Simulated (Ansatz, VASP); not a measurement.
## MnS in VASP and in Ansatz

The input run.py:

```python
from ase.calculators.vasp import Vasp
from ase.dft.bandgap import bandgap
from ase.spacegroup import crystal

atoms = crystal(
    ['Mn', 'S'],
    basis=[[0.0, 0.0, 0.0], [0.25, 0.25, 0.25]],
    spacegroup=216,
    setting=1,
    cellpar=[4.94692684, 4.94692684, 4.94692684, 90.0, 90.0, 90.0],
    primitive_cell=True,
)
atoms.set_initial_magnetic_moments([4.0, 0.0])
calc = Vasp(
    directory='calc',
    xc='pbe',
    pp='PBE',
    setups='materialsproject',
    prec='Accurate',
    encut=520,
    ediff=1e-07,
    ismear=0,
    sigma=0.05,
    lreal=False,
    lasph=True,
    nelm=150,
    algo='Normal',
    isif=2,
    lwave=False,
    lcharg=True,
    ispin=2,
    lorbit=11,
    lmaxmix=4,
    lelf=True,
    lvhar=True,
    kpts=[9, 9, 9],
    gamma=True,
    nbands=20,
)
atoms.calc = calc

print('energy (eV):', atoms.get_potential_energy())
print('free energy (eV):', atoms.get_potential_energy(force_consistent=True))
print('forces (eV/A):')
print(atoms.get_forces())
print('stress (eV/A^3, Voigt):', atoms.get_stress())
print('Fermi level (eV):', calc.get_fermi_level())
print('moment (muB):', atoms.get_magnetic_moment())
print('site moments (muB):', atoms.get_magnetic_moments())
gap, top, bottom = bandgap(calc)
print('band gap (eV):', gap, 'from (spin, k, band)', top, 'to', bottom)
```

The input input.yaml:

```yaml
crystal:
  lattice:
    - [0.0, 2.4734634191, 2.4734634191]
    - [2.4734634191, 0.0, 2.4734634191]
    - [2.4734634191, 2.4734634191, 0.0]
  atoms:
    - { symbol: Mn, position: [0.0, 0.0, 0.0], spin: 4.0 }
    - { symbol: S, position: [0.75, 0.75, 0.75] }
hamiltonian:
  xc: pbe
  pseudopotentials: { kind: paw }
magnetization:
  spin_polarized: true
kpoints:
  mp_grid: { grid: [9, 9, 9] }
scf:
  occupations: { method: gaussian, width: 0.05 }
output:
  forces: true
  stress: true
  eigenvalues: true
```

The cell is a database's computed one.

Alike in both runs: task single point; functional PBE; k mesh 9 × 9 × 9; occupations gaussian, width 0.05 eV; collinear spin, ferromagnetic start.

```csv
,VASP,Ansatz
version,VASP 6.6.1,Ansatz 0.2.0
potentials or method,"VASP PAW PBE potentials, release 64 (Mn_pv, S)",Ansatz PAW
plane-wave cutoff (eV),520,420
valence electrons in the cell,19,21
```

```csv
,VASP,Ansatz,Ansatz less VASP
gap on the k mesh at the Fermi level (eV),none,none,-
pressure (GPa),3.0,2.9,-0.05
net moment per atom (μB),0.12,0.12,0.000
size of the moment on the site where the two differ most (μB),0.23,0.21,-0.025
```

Site moments also hang on the region over which each program counts them. A gap of «none» marks a metal or a gap that the smearing closes. The two sets of potentials don't hold the same shells in valence.

Caveats: the moment fell far below its start of 4 μB, so a state of higher moment may lie lower in energy; semilocal functionals often make such compounds metallic where correlation or magnetic order opens a gap, which also shifts bond lengths; the starting moments weren't kept (Ansatz). With open d or f shells a metallic result of PBE can be an artefact of self-interaction; +U or a hybrid may open a gap.
